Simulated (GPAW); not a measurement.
A run of GPAW 26.7.0 is set up as follows.

Contents of run.py:

```python
from ase import Atoms
from ase.dft.bandgap import bandgap
from ase.io import write
from ase.units import GPa
from gpaw import GPAW, PW

atoms = Atoms(['Al', 'Al', 'Al', 'Al', 'O', 'O', 'O', 'O', 'O', 'O'],
              cell=[[2.38025, 1.3742379782, 4.3318666667],
                    [-2.38025, 1.3742379782, 4.3318666667],
                    [0.0, -2.7484759565, 4.3318666667]],
              scaled_positions=[[0.85216, 0.85216, 0.85216],
                                [0.64784, 0.64784, 0.64784],
                                [0.14784, 0.14784, 0.14784],
                                [0.35216, 0.35216, 0.35216],
                                [0.05668, 0.75, 0.44332],
                                [0.75, 0.44332, 0.05668],
                                [0.44332, 0.05668, 0.75],
                                [0.94332, 0.25, 0.55668],
                                [0.25, 0.55668, 0.94332],
                                [0.55668, 0.94332, 0.25]],
              pbc=True)

calc = GPAW(mode=PW(800),
            xc='MGGA_X_R2SCAN+MGGA_C_R2SCAN',
            kpts={'size': (5, 5, 5), 'gamma': True},
            occupations={'name': 'fermi-dirac', 'width': 0.05},
            nbands=44,
            convergence={'density': 1e-05, 'energy': 1e-05},
            maxiter=150,
            txt='gpaw.txt')
atoms.calc = calc
energy = atoms.get_potential_energy()
forces = atoms.get_forces()
stress = atoms.get_stress()
calc.write('gs.gpw')
write('result.traj', atoms)
print(f'Energy: {energy:.6f} eV')
print('Forces (eV/A):')
print(forces.round(4))
print('Stress (GPa):', (stress / GPa).round(3))
print('Fermi level:', round(calc.get_fermi_level(), 4), 'eV')
print(f'Gap: {bandgap(calc)[0]:.4f} eV, direct: {bandgap(calc, direct=True)[0]:.4f} eV')

path = atoms.cell.bandpath('GLB1,BZGX,QFP1Z,LP', npoints=100, eps=1e-4)
bs_calc = calc.fixed_density(kpts=path, symmetry='off', nbands=64,
                             convergence={'bands': 'CBM+6.0', 'eigenstates': 1e-6}, txt='bands.txt')
bs = bs_calc.band_structure()
bs.write('bs.json')
print(f'Gap on the path: {bandgap(bs_calc)[0]:.4f} eV')
```

Potentials or basis: GPAW PAW data sets (gpaw-data 1.2.1), pw.

Launch:

```sh
$ OMP_NUM_THREADS=1 python run.py
```

Question: Estimate the band gap along the path.

Answer: 7.15 eV, direct.

Question: Predict the pressure.

Answer: 2.1 GPa.

Question: Predict the band gap on the k mesh.

Answer: 7.15 eV, direct.

Question: What does it give for the largest force?

Answer: 0.036 eV/Å.

Forces on the atoms (eV/Å):
```
Al   0.000  0.000 -0.011
Al   0.000  0.000  0.012
Al   0.000  0.000  0.011
Al   0.000  0.000 -0.012
O   -0.018 -0.031  0.000
O   -0.018  0.031  0.000
O    0.036  0.000  0.000
O    0.018  0.031  0.000
O    0.018 -0.031  0.000
O   -0.036  0.000  0.000
```

Caveat: the PAW data sets were made with another functional, which shifts forces and pressure a little.

**The experiment to reproduce.**

“Multi-petahertz electron interference in Cr:Al2O3 solid-state material”, 2018, pmc:5906618 quotes, for a bulk crystal of Al2O3: band gap 8.7 eV (optical).

Against the measured gap of Al2O3, 8.7 eV (optical; quoted in “Multi-petahertz electron interference in Cr:Al2O3 solid-state material”, 2018, pmc:5906618), the calculated 7.15 eV is off by -1.55 eV. The value is that of r2SCAN, without temperature or zero-point motion.
